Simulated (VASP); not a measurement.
Energy against volume of LaAlO$_{3}$ (cubic perovskite). Method: PBE GGA, VASP's PBE PAW potentials (set 64) (plane waves; VASP). Run with 520 eV cut-off, 6×6×6 Γ-centred mesh, Gaussian smearing of 0.050 eV, potentials La Al O.

```
V (Å³/atom)  E (eV/atom)
-----------  -----------
10.398          -7.97239
10.729          -7.99353
11.061          -8.00052
11.393          -7.99544
```

Question: Fit these four points and predict the energy of the run at 11.725 Å³/atom.

Answer: A cubic in V^(−2/3), the third-order Birch-Murnaghan form, passes through the four points with V0 = 11.08 Å³/atom and B0 = 192 GPa, and gives -7.9801 eV/atom there. The run gave -7.9801 eV/atom, +0.0 meV/atom from the fit; all five points give B0 = 192 GPa.

The compound is LaAlO3 in the cubic perovskite structure, the ideal cubic form; the compound distorts at low or room temperature. It was relaxed first.
